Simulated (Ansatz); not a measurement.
# Ge (P6_3mc) in Ansatz: reference runs

Aim: a first look at Ge with PBE, on the cell as given and on a disturbed one, and energy against volume gives the equilibrium volume and stiffness.

Program: Ansatz 0.2.0. These are calculated values, not measurements. Logs are shortened: lines on timing, memory, paths and dates and some standing lists are left out, and cuts for length are marked.

## 1. The structure

Symmetry: P6_3mc, No. 186, hexagonal system. The conventional cell has a = 4.050 Å, b = 4.050 Å, c = 10.993 Å, α = 90.00°, β = 90.00°, γ = 120.00°. Ge (site symmetry 3m) has 3 Ge at 2.44 Å as nearest neighbours. Ge (site symmetry 3m) is surrounded by 3 Ge at 2.44 Å.

This isn't the form of Ge at room conditions, which is diamond.

## 2. Single point, PBE

File input.yaml:

```yaml
crystal:
  lattice:
    - [4.0504045371, 0.0, 0.0]
    - [-2.0252022685, 3.5077532247, 0.0]
    - [0.0, 0.0, 10.993359]
  atoms:
    - { symbol: Ge, position: [0.6666666667, 0.3333333333, 0.414848] }
    - { symbol: Ge, position: [0.3333333333, 0.6666666667, 0.914848] }
    - { symbol: Ge, position: [0.0, 0.0, 0.477452] }
    - { symbol: Ge, position: [0.0, 0.0, 0.977452] }
hamiltonian:
  xc: pbe
  pseudopotentials: { kind: paw }
kpoints:
  mp_grid: { grid: [8, 8, 3] }
scf:
  occupations: { method: fermi_dirac, width: 0.05 }
output:
  forces: true
  stress: true
  eigenvalues: true
  write_density: true
  write_potential: true
  elf: true
  volumetric_format: npy
```

Potentials or basis: Ansatz PAW.

Launch:

```console
ansatz run input.yaml --threads 2 --pin off --max-ram 5120MiB --backend cpu --events-out ev --progress --plain --runs-dir out
```

The program printed:

```text
Warning: RAYON_NUM_THREADS=2 ignored (pool sized by the plan → 2); use --threads N
Engine: ansatz 0.2.0, x86_64-unknown-linux-gnu
Pseudopotentials: kind: paw
Pseudopotential: Ge, paw, valence charge 14, recommended cutoff 420 eV (normal), Ge.paw.azcp
Functional definition: PBE
  parameter kappa = 0.804
  parameter beta = 0.06672455060314922
  exchange = pbe_x(kappa = kappa, mu = beta*pi^2/3)
  correlation = pbe_c(beta = beta)
Crystal: 4 atoms, lattice volume = 156.192 Å³
Basis set: ecut = 420 eV, 3049 PW (Γ), exchange–correlation on 60×60×150 points (8 copies of the dense FFT grid, shifted against one another)
Bands: 34, of which v1, the nominal top of the filled ones, is band 28 counted from 1 (27 counted from 0)
Symmetry: 12 space group operations
Space group: P63mc (ITA 186), of the structure as read, at distance tolerance 5.4e-5 Å
k-points: 20 of 192 (time reversal used)
Non-local potential: Ge, projectors of the file, l = 0: 2, l = 1: 2, l = 2: 3, l = 3: 1
PAW form: soft (Blöchl's): semilocal exchange-correlation on the pseudo side does not see the compensation charge
PAW one-centre angular grid: Ge, 590 points (default); XC on 64 Gauss nodes
Initial density: superposition of atomic densities (neutral atoms: chi_scale 0, normalization atom), corrected by the library's trained network
Initial wavefunctions: pseudopotential atomic-orbital guess
Functional: x = pbe(κ = 0.804, μ = 0.2195149727645171), c = pbe(β = 0.06672455060314922)
SCF iter   1: F=—  HF=-17178.041500 eV  |F-HF|=—  |Δ(HF+E_count)|=         —  Δρ=1.70e-3  dr2=6.88e-3  ethr=1.77e-3  ⟨swp⟩=6.1  Hψ=2634  notcnv=0
preconditioner: auto → Resta (q_TF=auto, 2.300 Å⁻¹)  ε∞=2.0  [insulator: Δε(μ)=0.676 eV  Ē_g=21.767 eV  σ=0.050 eV  W_gap=1.00  n_scr=38 (ndim 8)  ℏωp=22.2 eV  f_vac=0.334  D(μ)=0.01/eV (n_scr^D=0)  ε∞_Penn≈2.0]
SCF iter   2: F=—  HF=-17178.040212 eV  |F-HF|=—  |Δ(HF+E_count)|=   1.29e-3  Δρ=9.72e-4  dr2=2.13e-3  ethr=1.23e-5  ⟨swp⟩=3.0  Hψ=1434  notcnv=0  defer=5
SCF iter   3: F=—  HF=-17178.041431 eV  |F-HF|=—  |Δ(HF+E_count)|=   1.22e-3  Δρ=4.42e-4  dr2=2.01e-4  ethr=3.80e-6  ⟨swp⟩=2.0  Hψ=1303  notcnv=0  defer=5
SCF iter   4: F=—  HF=-17178.041254 eV  |F-HF|=—  |Δ(HF+E_count)|=   1.77e-4  Δρ=1.36e-4  dr2=2.84e-5  ethr=3.59e-7  ⟨swp⟩=2.0  Hψ=1224  notcnv=0  defer=5
SCF iter   5: F=—  HF=-17178.041329 eV  |F-HF|=—  |Δ(HF+E_count)|=   7.52e-5  Δρ=5.32e-5  dr2=3.07e-6  ethr=5.07e-8  ⟨swp⟩=2.0  Hψ=1231  notcnv=0  defer=5
SCF iter   6: F=—  HF=-17178.041330 eV  |F-HF|=—  |Δ(HF+E_count)|=   6.74e-7  Δρ=2.11e-5  dr2=1.37e-6  ethr=5.48e-9  ⟨swp⟩=2.0  Hψ=1231  notcnv=0  defer=5
SCF iter   7: F=-17178.041330 eV  HF=-17178.041329 eV  |F-HF|=1.53e-7  |Δ(HF+E_count)|=   1.53e-7  Δρ=4.95e-6  dr2=4.27e-8  ethr=1.79e-10  ⟨swp⟩=8.6  Hψ=4670  notcnv=0
SCF 1 converged in 7 iterations: F = -17178.041330 eV  dr2 = 4.27e-8
SCF converged after 7 iterations
Free energy (F): -17178.041330 eV
Harris-Foulkes:  -17178.041329 eV  (|F-HF|=1.53e-7)
Internal energy: -17178.041138 eV  (E = F + TS)
E sigma→0 (E₀):  -17178.041234 eV
Entropy (-TS):   -0.000192 eV (-0.048 meV/atom)
Fermi energy:    2.917222 eV
--- Per-component energies (eV) ---
  E_band       = -889.393555
  E_kinetic    = 439.618610
  E_local      = -12967.261543  (includes V_loc(G=0)·N_el)
  E_nonlocal   = 1668.282068
  E_hartree    = 5731.971848
  E_xc         = -298.747730
  E_vxc        = -253.213764  (∫ρ·V_xc dr)
  E_paw        = -8073.411879  (= ΣΔE_a)
  E_vpaw       = -1240.765296  (= ΣTr[D̂ρ^β])
  E_aug_tail   = 0.001231  (compensation charges beyond the density's cutoff)
  E_ewald      = -3678.493745
  E_smearing   = -0.000192  (= −TS)
  E_closure    = 0.000000  (closes the sum)
  Σ components = -17178.041330   (vs F -17178.041330, Δ=0.00e0)
--- Forces (eV/Å), atoms counted from 1 ---
  atom   1  Ge     0.00000000     0.00000000     0.02716725
  atom   2  Ge    -0.00000000     0.00000000     0.02716725
  atom   3  Ge     0.00000000    -0.00000000    -0.02718857
  atom   4  Ge     0.00000000     0.00000000    -0.02718857
  max |Σ_I F_I| component: 4.26e-5 eV/Å
--- Stress (GPa, compression-positive) ---
       -0.252683       0.000000       0.000000
        0.000000      -0.252683       0.000000
        0.000000      -0.000000      -0.251698
  P = ⅓ Tr σ = -0.2524 GPa (-2.524 kbar)
--- Band table (eV; the first three rows and the last of 20) ---
  k-point 0: bands = ["-21.5748", "-21.5748", "-21.5748", "-21.5748", "-21.5277", "-21.5277", "-21.5277", "-21.5277", "-21.5273", "-21.5272", "-21.4611", "-21.4611", "-21.3494", "-21.3494", "-21.3494", "-21.3494", "-21.3141", "-21.3141", "-21.3141", "-21.3141", "-8.3115", "-8.2809", "-0.8283", "-0.3839", "2.4528", "2.4528", "2.4636", "2.4636", "3.3077", "3.4941", "4.5878", "6.6879", "6.7573", "6.7573"]
  k-point 1: bands = ["-21.5748", "-21.5748", "-21.5748", "-21.5748", "-21.5277", "-21.5277", "-21.5277", "-21.5277", "-21.5273", "-21.5273", "-21.4611", "-21.4611", "-21.3494", "-21.3494", "-21.3494", "-21.3494", "-21.3141", "-21.3141", "-21.3141", "-21.3141", "-8.3040", "-8.2887", "-0.7273", "-0.5063", "2.4555", "2.4555", "2.4609", "2.4609", "3.3286", "3.4072", "5.0689", "6.0649", "6.7647", "6.7647"]
  k-point 2: bands = ["-21.5824", "-21.5824", "-21.5802", "-21.5802", "-21.5416", "-21.5415", "-21.5200", "-21.5200", "-21.5089", "-21.5089", "-21.4517", "-21.4517", "-21.3650", "-21.3650", "-21.3647", "-21.3647", "-21.3049", "-21.3048", "-21.2993", "-21.2993", "-8.1425", "-8.1122", "-0.9542", "-0.6706", "1.0400", "1.2865", "2.1270", "2.1452", "4.6509", "4.6937", "4.7306", "6.2830", "6.7226", "6.9723"]
  k-point 19: bands = ["-21.6140", "-21.6140", "-21.5836", "-21.5836", "-21.5804", "-21.5804", "-21.4897", "-21.4897", "-21.4437", "-21.4437", "-21.4217", "-21.4217", "-21.4172", "-21.4172", "-21.3759", "-21.3759", "-21.3497", "-21.3497", "-21.2296", "-21.2296", "-5.7254", "-5.7185", "-4.8633", "-4.8616", "-0.6037", "-0.5990", "2.4487", "2.5612", "3.2746", "3.2959", "7.3584", "7.4193", "7.7348", "7.7397"]
```

Run time: 13 s. Hardware: 2 threads of Intel Xeon at 2.50GHz (Skylake/Cascade Lake), shared host; peak memory 0.42 GiB.

What came out:

* Free energy: -17178.0413 eV
* Pressure: -0.3 GPa
* Largest force: 0.027 eV/Å
* Band gap on the k mesh: 0.68 eV, indirect (least direct gap 0.68 eV)

Forces in eV/Å, atoms in the order of the input:
```
Ge   0.000  0.000  0.027
Ge   0.000  0.000  0.027
Ge   0.000  0.000 -0.027
Ge   0.000  0.000 -0.027
```

Levels at points of the mesh, in eV from the valence-band top:
```csv
k point,band 24,band 25,band 26,band 27,band 28,band 29,band 30,band 31,band 32,band 33
"(0.00, 0.00, 0.00)",-2.98,-0.15,-0.15,-0.14,-0.14,0.71,0.90,1.99,4.09,4.16
"(0.00, -0.50, 0.00)",-7.05,-1.67,-1.64,-0.95,-0.76,0.91,1.14,1.92,1.99,5.36
```

Caveat: odd divisions of the mesh miss points on the zone boundary, where band edges often lie, so the gap on the mesh can be too wide. A k mesh can miss the band edges.

## 3. Single point, PBE (atoms moved at random, drawn with an rms of 0.05 Å)

File input.yaml:

```yaml
crystal:
  lattice:
    - [4.0504045371, 0.0, 0.0]
    - [-2.0252022685, 3.5077532247, 0.0]
    - [0.0, 0.0, 10.993359]
  atoms:
    - { symbol: Ge, position: [0.664341, 0.338598, 0.412106] }
    - { symbol: Ge, position: [0.333898, 0.66428, 0.910854] }
    - { symbol: Ge, position: [0.006684, 0.006583, 0.480865] }
    - { symbol: Ge, position: [-0.006605, -0.018803, 0.979551] }
hamiltonian:
  xc: pbe
  pseudopotentials: { kind: paw }
kpoints:
  mp_grid: { grid: [8, 8, 3] }
scf:
  occupations: { method: fermi_dirac, width: 0.05 }
output:
  forces: true
  stress: true
  eigenvalues: true
  write_density: true
  write_potential: true
  elf: true
  volumetric_format: npy
```

Potentials or basis: Ansatz PAW.

Launch:

```console
ansatz run input.yaml --threads 2 --pin off --max-ram 5120MiB --backend cpu --events-out ev --progress --plain --runs-dir out
```

The program printed:

```text
Warning: RAYON_NUM_THREADS=2 ignored (pool sized by the plan → 2); use --threads N
[... 8 set-up lines as earlier in the session ...]
Crystal: 4 atoms, lattice volume = 156.192 Å³
Basis set: ecut = 420 eV, 3049 PW (Γ), exchange–correlation on 60×60×150 points (8 copies of the dense FFT grid, shifted against one another)
Bands: 34, of which v1, the nominal top of the filled ones, is band 28 counted from 1 (27 counted from 0)
Symmetry: 1 space group operations
Space group: P1 (ITA 1), of the structure as read, at distance tolerance 5.4e-5 Å
k-points: 98 of 192 (time reversal used)
[... 2 set-up lines as earlier in the session ...]
[... 28 lines left out ...]
  E_xc         = -298.506365
  E_vxc        = -252.854894  (∫ρ·V_xc dr)
  E_paw        = -8072.680780  (= ΣΔE_a)
  E_vpaw       = -1239.419056  (= ΣTr[D̂ρ^β])
  E_aug_tail   = 0.001194  (compensation charges beyond the density's cutoff)
  E_ewald      = -3720.422058
  E_smearing   = -0.001262  (= −TS)
  E_closure    = 0.000000  (closes the sum)
  Σ components = -17177.997391   (vs F -17177.997391, Δ=0.00e0)
--- Forces (eV/Å), atoms counted from 1 ---
  atom   1  Ge     0.34429618     0.05697591     0.29629463
  atom   2  Ge     0.04811719    -0.54402059     0.27609668
  atom   3  Ge    -0.34443641    -0.05735901    -0.29548780
  atom   4  Ge    -0.04797669     0.54440313    -0.27698779
  max |Σ_I F_I| component: 8.43e-5 eV/Å
--- Stress (GPa, compression-positive) ---
       -0.122179       0.190614      -0.304281
        0.190614      -0.915925       0.377583
       -0.304281       0.377583      -0.686018
  P = ⅓ Tr σ = -0.5747 GPa (-5.747 kbar)
--- Band table (eV; the first three rows and the last of 98) ---
  k-point 0: bands = ["-21.5418", "-21.5271", "-21.5255", "-21.5131", "-21.4810", "-21.4804", "-21.4721", "-21.4687", "-21.4680", "-21.4625", "-21.4343", "-21.4229", "-21.3092", "-21.3027", "-21.2958", "-21.2927", "-21.2726", "-21.2631", "-21.2600", "-21.2523", "-8.1946", "-8.1586", "-0.9679", "-0.5163", "2.4078", "2.5000", "2.7341", "2.8087", "3.4871", "3.7068", "4.4010", "6.4632", "6.5833", "6.6894"]
  k-point 1: bands = ["-21.5418", "-21.5271", "-21.5255", "-21.5131", "-21.4810", "-21.4804", "-21.4721", "-21.4687", "-21.4680", "-21.4625", "-21.4343", "-21.4229", "-21.3092", "-21.3027", "-21.2958", "-21.2927", "-21.2726", "-21.2631", "-21.2600", "-21.2523", "-8.1875", "-8.1659", "-0.8655", "-0.6408", "2.4079", "2.4999", "2.7343", "2.8085", "3.5066", "3.5908", "4.9039", "5.8758", "6.5847", "6.6883"]
  k-point 2: bands = ["-21.5439", "-21.5318", "-21.5307", "-21.5171", "-21.4883", "-21.4803", "-21.4757", "-21.4624", "-21.4616", "-21.4479", "-21.4228", "-21.4124", "-21.3218", "-21.3140", "-21.3103", "-21.3064", "-21.2682", "-21.2534", "-21.2521", "-21.2413", "-8.0288", "-7.9916", "-1.0601", "-0.7444", "1.2377", "1.4854", "2.1213", "2.2901", "4.5008", "4.8039", "4.8956", "6.1013", "6.6685", "6.9258"]
  k-point 97: bands = ["-21.5505", "-21.5494", "-21.5360", "-21.5197", "-21.5179", "-21.5151", "-21.4433", "-21.4412", "-21.4365", "-21.4295", "-21.3776", "-21.3653", "-21.3587", "-21.3530", "-21.3477", "-21.3410", "-21.2596", "-21.2535", "-21.2166", "-21.2096", "-6.2345", "-6.0956", "-4.5030", "-4.2208", "1.0688", "1.1463", "1.6141", "1.7529", "3.3982", "3.5957", "4.6344", "4.7530", "8.1098", "8.4728"]
```

rho_z.tsv:

```text
# z_ang	rho[e/angstrom^3]
# format = ansatz-planar-average/11
# lattice	4.050404537	0.000000000	0.000000000
# lattice	-2.025202269	3.507753225	0.000000000
# lattice	0.000000000	0.000000000	10.993359000
# sites	4
# site	32	2.005120363	1.187718226	4.530429204
# site	32	0.007120611	2.330130312	10.013345019
# site	32	0.013740997	0.023091539	5.286321576
# site	32	0.011326956	-0.065956284	10.768555802
0.000000	9.194517e-1
0.146578	5.061498e-1
0.293156	2.828385e-1
0.439734	1.793437e-1
0.586312	1.229410e-1
0.732891	8.686018e-2
[... 67 lines left out ...]
10.700203	1.416720e0
10.846781	1.353490e0
```

v_z.tsv:

```text
# z_ang	v_es[eV]	v_tot[eV]
# format = ansatz-planar-average/11
# xc	pbe
# density_cutoff_ev	1680
# datasets	Ge=:simpson_from_first_knot:soft
# lattice	4.050404537	0.000000000	0.000000000
# lattice	-2.025202269	3.507753225	0.000000000
# lattice	0.000000000	0.000000000	10.993359000
# sites	4
# site	32	2.005120363	1.187718226	4.530429204
# site	32	0.007120611	2.330130312	10.013345019
# site	32	0.013740997	0.023091539	5.286321576
# site	32	0.011326956	-0.065956284	10.768555802
0.000000	-2.694846e0	-1.306464e1
0.146578	-1.171340e0	-1.090019e1
0.293156	4.086670e-1	-8.564467e0
0.439734	2.036696e0	-6.166199e0
0.586312	3.614630e0	-3.845464e0
0.732891	4.858494e0	-1.882124e0
[... 67 lines left out ...]
10.700203	-5.566494e0	-1.684877e1
10.846781	-4.210640e0	-1.510784e1
```

It took 52 s on 2 threads of Intel Xeon at 2.50GHz (Skylake/Cascade Lake), shared host; peak memory 0.66 GiB.

Results:

| Quantity | Value |
| --- | --- |
| Free energy | -17177.9974 eV |
| Pressure | -0.6 GPa |
| Largest force | 0.613 eV/Å |
| Band gap on the k mesh | 0.34 eV, indirect (least direct gap 0.58 eV) |

Forces on the atoms (eV/Å):
```
Ge   0.344  0.057  0.296
Ge   0.048 -0.544  0.276
Ge  -0.344 -0.057 -0.295
Ge  -0.048  0.544 -0.277
```

Stress tensor (GPa, compression positive):
```
-0.12  0.19 -0.30
 0.19 -0.92  0.38
-0.30  0.38 -0.69
```

Caveat: odd divisions of the mesh miss points on the zone boundary, where band edges often lie, so the gap on the mesh can be too wide. A k mesh can miss the band edges.

(Continued in part 2 of 2.)
